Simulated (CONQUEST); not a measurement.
# CdO (Monteponite) (Fm-3m) in CONQUEST: convergence with supercell

Aim: find how far supercell must go before the results for CdO (Monteponite) settle, at LDA. This setting moves, with any that are tied to it; all else stays.

Everything below comes from runs of CONQUEST 1.3. Logs are shortened: lines on timing, memory, paths and dates and some standing lists are left out, and cuts for length are marked.

## (1) The structure

Symmetry: Fm-3m, No. 225, cubic system. Conventional cell: a = 4.699 Å, b = 4.699 Å, c = 4.699 Å, α = 90.00°, β = 90.00°, γ = 90.00°. Around Cd (site symmetry m-3m) lie 6 O at 2.35 Å. O (site symmetry m-3m) has 6 Cd at 2.35 Å as nearest neighbours.

## (2) With supercell 1 boxes an edge, Gamma point alone

File Conquest_input:

```
IO.Title CdO
IO.Coordinates coords.dat
IO.FractionalAtomicCoords T
IO.Iprint 2
IO.Iprint_init 1
General.NumberOfSpecies 2
General.PseudopotentialType hamann
AtomMove.TypeOfRun static
AtomMove.FullStress T
Grid.GridCutoff 150
DM.SolutionMethod diagon
Diag.MPMesh T
Diag.GammaCentred T
Diag.MPMeshX 1
Diag.MPMeshY 1
Diag.MPMeshZ 1
Diag.kT 0.00183747
minE.SCTolerance 1e-6
SC.MaxIters 100
IO.AtomChargeOutput T
%block ChemicalSpeciesLabel
1 112.410 Cd
2 16.000 O
%endblock
```

File coords.dat:

```
    6.2789831016     0.0000000000     0.0000000000
    0.0000000000     6.2789831016     0.0000000000
    0.0000000000     0.0000000000     8.8798230596
4
  0.0000000000   0.0000000000   0.0000000000 1 T T T
  0.5000000000   0.5000000000   0.5000000000 1 T T T
  0.0000000000   0.0000000000   0.5000000000 2 T T T
  0.5000000000   0.5000000000   0.0000000000 2 T T T
```

Potentials or basis: PseudoDojo NC LDA, SZ, grid cutoff 150 Ha.

The run is started by

```sh
$ OMP_NUM_THREADS=1 Conquest
```

Run time: 17 s. Hardware: 1 thread of AMD EPYC 7B13 (Zen 3), shared host; peak memory 0.31 GiB.

What came out:

* Free energy: -10421.2526 eV
* Pressure: 23.0 GPa
* Band gap on the k mesh: 0.15 eV
* Mulliken charges: Cd +0.84; O -0.84 e

## (3) With supercell 2 boxes an edge, Gamma point alone

Conquest_input is that of step 2.

File coords.dat:

```
   12.5579662032     0.0000000000     0.0000000000
    0.0000000000    12.5579662032     0.0000000000
    0.0000000000     0.0000000000    17.7596461192
32
  0.0000000000   0.0000000000   0.0000000000 1 T T T
  0.0000000000   0.0000000000   0.5000000000 1 T T T
  0.0000000000   0.5000000000   0.0000000000 1 T T T
  0.0000000000   0.5000000000   0.5000000000 1 T T T
  0.2500000000   0.2500000000   0.2500000000 1 T T T
  0.2500000000   0.2500000000   0.7500000000 1 T T T
  0.2500000000   0.7500000000   0.2500000000 1 T T T
  0.2500000000   0.7500000000   0.7500000000 1 T T T
  0.5000000000   0.0000000000   0.0000000000 1 T T T
  0.5000000000   0.0000000000   0.5000000000 1 T T T
  0.5000000000   0.5000000000   0.0000000000 1 T T T
  0.5000000000   0.5000000000   0.5000000000 1 T T T
  0.7500000000   0.2500000000   0.2500000000 1 T T T
  0.7500000000   0.2500000000   0.7500000000 1 T T T
  0.7500000000   0.7500000000   0.2500000000 1 T T T
  0.7500000000   0.7500000000   0.7500000000 1 T T T
  0.0000000000   0.0000000000   0.2500000000 2 T T T
  0.0000000000   0.0000000000   0.7500000000 2 T T T
  0.0000000000   0.5000000000   0.2500000000 2 T T T
  0.0000000000   0.5000000000   0.7500000000 2 T T T
  0.2500000000   0.2500000000   0.0000000000 2 T T T
  0.2500000000   0.2500000000   0.5000000000 2 T T T
  0.2500000000   0.7500000000   0.0000000000 2 T T T
  0.2500000000   0.7500000000   0.5000000000 2 T T T
  0.5000000000   0.0000000000   0.2500000000 2 T T T
  0.5000000000   0.0000000000   0.7500000000 2 T T T
  0.5000000000   0.5000000000   0.2500000000 2 T T T
  0.5000000000   0.5000000000   0.7500000000 2 T T T
  0.7500000000   0.2500000000   0.0000000000 2 T T T
  0.7500000000   0.2500000000   0.5000000000 2 T T T
  0.7500000000   0.7500000000   0.0000000000 2 T T T
  0.7500000000   0.7500000000   0.5000000000 2 T T T
```

Potentials or basis: PseudoDojo NC LDA, SZ, grid cutoff 150 Ha.

The run is started by

```sh
$ OMP_NUM_THREADS=1 Conquest
```

Wall time 84 s (1 thread of AMD EPYC 7B13 (Zen 3), shared host); peak memory 2 GiB.

Results:

- Free energy: -83416.0856 eV
- Pressure: 11.8 GPa
- Band gap on the k mesh: 0.20 eV
- Mulliken charges: Cd +0.89; O -0.89 e

## (4) With supercell 3 boxes an edge, Gamma point alone

Conquest_input: that of step 3 with these lines changed.

```diff
@@ -20,2 +20,5 @@
 IO.AtomChargeOutput T
+SC.KerkerPreCondition T
+SC.KerkerFactor 0.3
+SC.LinearMixingFactor 0.3
 %block ChemicalSpeciesLabel
```

File coords.dat:

```
   18.8369493028     0.0000000000     0.0000000000
    0.0000000000    18.8369493028     0.0000000000
    0.0000000000     0.0000000000    26.6394691788
108
  0.0000000000   0.0000000000   0.0000000000 1 T T T
  0.0000000000   0.0000000000   0.3333333330 1 T T T
  0.0000000000   0.0000000000   0.6666666670 1 T T T
  0.0000000000   0.3333333330   0.0000000000 1 T T T
  0.0000000000   0.3333333330   0.3333333330 1 T T T
  0.0000000000   0.3333333330   0.6666666670 1 T T T
[... 100 lines left out ...]
  0.8333333330   0.8333333330   0.3333333330 2 T T T
  0.8333333330   0.8333333330   0.6666666670 2 T T T
```

Potentials or basis: PseudoDojo NC LDA, SZ, grid cutoff 150 Ha.

The run is started by

```sh
$ OMP_NUM_THREADS=1 Conquest
```

What it wrote:

```text
Simulation cell dimensions:    18.8369 a0 x    18.8369 a0 x    26.6395 a0

      Atomic coordinates (a0)
         Atom         X         Y         Z  Species
            1    0.0000    0.0000    0.0000        1
            2    0.0000    0.0000    8.8798        1
            3    0.0000    0.0000   17.7596        1
            4    0.0000    6.2790    0.0000        1
            5    0.0000    6.2790    8.8798        1
            6    0.0000    6.2790   17.7596        1
[... 100 lines left out ...]
          107   15.6975   15.6975    8.8798        2
          108   15.6975   15.6975   17.7596        2

         Monkhorst-Pack mesh:   1 x   1 x   1 gamma-centred
        This calculation includes non-local pseudopotentials,
         with a maximum core radius of      6.76493762

    Job title: CdO
    Job to be run: static calculation

[... 5 lines left out ...]
      Using Fermi-Dirac smearing

    Integration grid size:    108 x  108 x  160

    Integration grid spacing:  0.174 a0 x 0.174 a0 x 0.166 a0

    Number of species:  2
    --------------------------------------------------------
    |   #  mass (au)  Charge (e)  SF Rad (a0)  NSF  Label  |
    --------------------------------------------------------
    |   1    112.410      20.000        6.977   10  Cd     |
    |   2     16.000       6.000        5.058    4  O      |
    --------------------------------------------------------
          SCF tolerance:                 0.00000100
          SCF iterations:               100

    LibXC version:  6. 2. 2
    Using the LDA functional Slater exchange
    Using the LDA functional Perdew & Wang

           radial cut-off to be used is taken to be max PAO cut-off radius for this species:    6.764938
[... 29 lines left out ...]
          GroundState Energy (E-(1/2)TS)   :    -10347.712074493885666 Ha
          Free Energy (E-TS)               :    -10347.719529315991167 Ha
          DFT Total Energy                 :    -10347.418000460340409 Ha
          Total number of electrons        :      1404.000204922847843
    PulayMixSC: Pulay iteration     3 residual:              0.23376E-03
          Harris-Foulkes Energy            :    -10347.577419321316484 Ha
          GroundState Energy (E-(1/2)TS)   :    -10347.584862352832715 Ha
[... 25 lines left out ...]
          DFT Total Energy                 :    -10347.518014063527517 Ha
          Total number of electrons        :      1404.000186578844477
    PulayMixSC: Pulay iteration     8 residual:              0.23693E-05
          Harris-Foulkes Energy            :    -10347.518043232121272 Ha
          GroundState Energy (E-(1/2)TS)   :    -10347.525464553580605 Ha
          Free Energy (E-TS)               :    -10347.532885875041757 Ha
          DFT Total Energy                 :    -10347.518031374525890 Ha
          Total number of electrons        :      1404.000187310775118
    PulayMixSC: Pulay iteration     9 residual:              0.14292E-05
          Harris-Foulkes Energy            :    -10347.518033725036730 Ha
          GroundState Energy (E-(1/2)TS)   :    -10347.525454882983468 Ha
          Free Energy (E-TS)               :    -10347.532876040930205 Ha
          DFT Total Energy                 :    -10347.518032407209830 Ha
          Total number of electrons        :      1404.000186457292102
    PulayMixSC: Pulay iteration    10 residual:              0.50390E-06
    PulayMixSC: Reached SCF tolerance of  0.50390E-06 after     10 iterations
      | Number of electrons      =      1404.000186
      |* band energy as 2Tr[K.H] =     -1610.444676761212804 Ha
      |  screened ion-ion energy =     -8566.234433831998103 Ha
      |  Ha correction           =       -39.510295932154783 Ha
      |  XC correction           =      -131.328958584584086 Ha
      | GS Energy as E-(1/2)TS   =    -10347.525454882983468 Ha
      | Free Energy as E-TS      =    -10347.532876040930205 Ha
      |* Harris-Foulkes energy   =    -10347.518033725036730 Ha
      |* DFT total energy        =    -10347.518032407209830 Ha
      |  estimated accuracy      =        -0.000001317826900 Ha

    force: Forces on atoms (Ha/a0)
    force:  Atom   X              Y              Z
    force:     1  -0.0000000001   0.0000000000   0.0000000000
    force:     2  -0.0000000000   0.0000000000   0.0003433236
    force:     3  -0.0000000000   0.0000000000  -0.0003433236
    force:     4  -0.0000000497   0.0000000150  -0.0000000000
    force:     5  -0.0000000421   0.0000000304   0.0003433236
    force:     6  -0.0000000500   0.0000000304  -0.0003433236
[... 100 lines left out ...]
    force:   107  -0.0000000094   0.0000000034  -0.0004063253
    force:   108  -0.0000000094   0.0000000034   0.0004063253

    force: Maximum force :        0.00040633(Ha/a0) on atom        81 in z direction
    force: Force Residual:        0.00030712 Ha/a0
    force: Total stress:        -10.12758347     0.00000208     0.00000066 GPa
                            -0.00000208   -10.12758347    -0.00000001
                             0.00000000     0.00000000   -11.42202224
    force: Average pressure:     10.55906306 GPa

    force: Finished force
    get_E_and_F: Change in energy during last step of electronic optimisation:  0.95071E-05

    BIBLIOGRAPHY: Please consider citing the following references in the conquest.bib file

    CONQUEST:         Bowler2002pt, Miyazaki2004, Nakata2020
    Basis:            Bowler2019
    DM:               Bowler:2006xr
    Pseudopotentials: Hamann2013, Bowler2019
    XC references from LibXC:
      P. A. M. Dirac.,  Math. Proc. Cambridge Philos. Soc. 26, 376 (1930)
```

It took 5.4 min on 1 thread of AMD EPYC 7B13 (Zen 3), shared host; peak memory 6.7 GiB.

Results:

```
Free energy            : -281570.7138 eV
Pressure               : 10.6 GPa
Band gap on the k mesh : 1.04 eV
Mulliken charges       : Cd +0.84; O -0.84 e
```

## (5) Summary

| supercell | energy less the tightest run, at zero smearing (meV/atom) | pressure (GPa) | gap on the mesh (eV) | SCF cycles | CPU time (s) | peak memory (GiB) |
| --- | --- | --- | --- | --- | --- | --- |
| 1 boxes an edge, Gamma point alone | 1848.92 | 22.96 | 0.150 | 18 | 17 | 0.31 |
| 2 boxes an edge, Gamma point alone | 388.36 | 11.85 | 0.199 | 10 | 84 | 2 |
| 3 boxes an edge, Gamma point alone | 0.00 | 10.56 | 1.038 | 10 | 320 | 6.7 |

Not settled before the last step: the energy (to 1 meV/atom), the pressure (to 0.1 GPa), the gap on the mesh (to 0.01 eV). The tightest run that finished is the yardstick and may itself not be fully converged.

Caveats: all runs use coarse meshes; the atomic basis is small; the result breaks the symmetry of the cell; an odd mesh through Γ misses points on the zone boundary, where band edges often lie; the basis of atomic orbitals isn't converged, which shifts pressures, moduli and gaps; the real-space grid breaks the cell's symmetry a little.
